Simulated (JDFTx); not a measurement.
Mg: equation of state with PBE

Mg:

```
CELL_PARAMETERS angstrom
3.20930 0.00000 0.00000
-1.60465 2.77934 0.00000
0.00000 0.00000 5.21030
ATOMIC_POSITIONS crystal
Mg 0.66667 0.33333 0.75000
Mg 0.33333 0.66667 0.25000
```

| Item | Value |
| --- | --- |
| Program | JDFTx 1.7.0 (patched build) |
| Task | equation of state |
| Functional | PBE |
| Potentials or basis | PseudoDojo-SR-PBE-0.5-standard |
| Cutoff | 1143 eV |
| Density cutoff | 4572 eV |
| k mesh | 10 × 10 × 5 |
| Occupations | fermi-dirac, width 0.05 eV |
| Spin | no spin polarisation |

```yaml
Equilibrium_volume: 23.04 Å³/atom
Bulk_modulus_at_fixed_shape_and_positions: 36 GPa
Pressure_derivative_of_the_bulk_modulus: "2.9 (rough: it moves with the points fitted)"
```

Energy against volume, from the lowest point:
```csv
volume (Å³/atom),energy (meV/atom)
21.843,7.21
22.308,2.45
22.772,0.12
23.237,0.00
23.702,1.86
24.167,5.51
24.631,11.06
```

Caveat: the cell was scaled at fixed shape and fractional positions, which overstates the stiffness of a crystal with free parameters, most of all of layers and chains.
